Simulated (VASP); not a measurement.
Runs of VASP 6.6.1 on BAs. The cell holds a sheet with vacuum, 2 atoms: a = 3.381 Å, b = 3.381 Å, c = 16.000 Å, α = 90.00°, β = 90.00°, γ = 120.00°. The cell was built by a generator and needn't be a form met in nature.

| task | level | spin | cell | k mesh | cutoff (eV) | dipole correction | grid for exact exchange (PRECFOCK) | exchange at q = 0 | gap on the mesh (eV) |
| --- | --- | --- | --- | --- | --- | --- | --- | --- | --- |
| work function | r2SCAN | off | P-6m2, 79.22 Å³/atom | 12 × 12 × 1 | 520 | yes | - | - | (a) |
| work function | PBE0 | off | P-6m2, 79.22 Å³/atom | 6 × 6 × 1 | 520 | yes | Fast | default | 1.81 |
| relaxation of cell and atoms | PBE+D3(BJ) | off | relaxed | 12 × 12 × 1 | 600 | no | - | - | 0.75 |
| work function | PBE | off | P-6m2, 79.22 Å³/atom | 12 × 12 × 1 | 520 | yes | - | - | 0.75 |

Alike in all rows: potentials or basis VASP PAW PBE potentials, release 64 (B, As); smearing gaussian 0.03 eV.

Q: Estimate the missing entries.

A: (a) 0.99.

Caveats: the PAW data sets were made with another functional, which shifts forces and pressure a little (some runs).

A k mesh can miss the band edges, and the runs leave out spin-orbit coupling on As.
